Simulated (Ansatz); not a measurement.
# WS2: the cost of one run

Computed with Ansatz 0.2.0 (DFT PBE, scalar-relativistic, plane waves, PAW, and further levels as typed in the inputs, unless a step's input says otherwise).

2 further runs of the same task are left out: 2 for a known fault of the program.

### Step 1. The starting structure

Symmetry: P-6m2, No. 187, hexagonal system. The conventional cell has a = 3.153 Å, b = 3.153 Å, c = 20.000 Å, α = 90.00°, β = 90.00°, γ = 120.00°. W (site symmetry -6m2) has 6 S at 2.40 Å as nearest neighbours. Around S (site symmetry 3m) lie 3 W at 2.40 Å.

As a file:

```xyz
3
Lattice="3.1530 0.0000 0.0000 -1.5765 2.7306 0.0000 0.0000 0.0000 20.0000" Properties=species:S:1:pos:R:3 pbc="T T T"
W     0.0000    1.8204   10.0000
S     1.5765    0.9102   11.5700
S     1.5765    0.9102    8.4300
```

### Step 2. Relaxing the atoms: WS2 sheet, no spin

input.yaml

```yaml
crystal:
  lattice:
    - [3.153, 0.0, 0.0]
    - [-1.5765, 2.7305780981, 0.0]
    - [0.0, 0.0, 20.0]
  atoms:
    - { symbol: W, position: [0.3333333333, 0.6666666667, 0.5] }
    - { symbol: S, position: [0.6666666667, 0.3333333333, 0.5785] }
    - { symbol: S, position: [0.6666666667, 0.3333333333, 0.4215] }
  periodic: [true, true, false]
scf:
  occupations: { method: fixed }
output:
  forces: true
  stress: true
  eigenvalues: true
  write_density: true
  write_potential: true
  elf: true
  volumetric_format: npy
kpoints:
  mp_grid: { grid: [12, 12, 1] }
relax:
  f_tol: 0.003
  max_steps: 60
```

Launch:

```bash
$ ansatz run input.yaml --threads 8 --pin off --max-ram 24576MiB --backend cpu --events-out ev --progress --plain --runs-dir out
```

What time and memory should one allow on 8 threads of Intel Xeon 6975P-C (Granite Rapids), shared host?

About 3.6 s, with a peak of 0.69 GiB.
